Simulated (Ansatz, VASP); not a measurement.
**Two plane-wave programs on MgO**

Contents of INCAR:

```
PREC = Accurate
ENCUT = 520
EDIFF = 1E-7
ISMEAR = -1
SIGMA = 0.02
LREAL = F
LASPH = T
NELM = 60
ALGO = Fast
ISIF = 2
LWAVE = F
LCHARG = F
GGA = PE
NBANDS = 11
```

File KPOINTS:

```
regular mesh
0
Gamma
  10 10 10
```

File POSCAR:

```
MgO
1.0
   -0.0885418197      2.1934638427      2.1934638427
    2.1934638427     -0.0885418197      2.1934638427
    2.1934638427      2.1934638427     -0.0885418197
Mg O
1 1
Direct
   -0.0044690628     -0.0044690628     -0.0044690628
    0.2544690628      0.2544690628      0.2544690628
```

Input for Ansatz:

```yaml
crystal:
  lattice:
    - [-0.0885418197, 2.1934638427, 2.1934638427]
    - [2.1934638427, -0.0885418197, 2.1934638427]
    - [2.1934638427, 2.1934638427, -0.0885418197]
  atoms:
    - { symbol: Mg, position: [-0.0044690628, -0.0044690628, -0.0044690628] }
    - { symbol: O, position: [0.2544690628, 0.2544690628, 0.2544690628] }
kpoints:
  mp_grid: { grid: [10, 10, 10] }
  band_path:
    path:
      - [0.0, 0.0, 0.0]
      - [-0.5, -0.5, 0.0]
      - [-0.375, -0.375, 0.25]
      - [-0.375, 0.0, 0.375]
      - [0.0, 0.0, 0.5]
      - [-0.5, -0.25, 0.25]
    npoints: 1
hamiltonian:
  xc: pbe
scf:
  occupations: { method: fermi_dirac, width: 0.02 }
  n_extra_bands: 4
output:
  forces: true
  stress: true
  eigenvalues: true
```

Change from the starting cell: shear_111 strain -5.8%.

Alike in both runs: task single point; functional PBE; k mesh 10 × 10 × 10; occupations fermi-dirac, width 0.02 eV; no spin polarisation.

```csv
,VASP,Ansatz
version,VASP 6.6.1,Ansatz 0.2.0
potentials or method,"VASP PAW PBE potentials, release 64 (Mg, O)","plane waves, PAW"
plane-wave cutoff (eV),520,420
valence electrons in the cell,8,16
```

|  | VASP | Ansatz | Ansatz less VASP |
| --- | --- | --- | --- |
| gap on the k mesh at the Fermi level (eV) | 3.72 | 3.73 | +0.017 |
| pressure (GPa) | 12.0 | 12.3 | +0.29 |
| largest component of the traceless stress (GPa) | 2.95 | 2.90 | -0.053 |
| rms of the force components (eV/Å) | 0.018 | 0.017 | -0.0008 |

Atom by atom the forces differ by 0.001 eV/Å (rms over components). With one functional, cell and mesh, what is left measures potentials, basis and numerics. The two sets of potentials don't hold the same shells in valence.
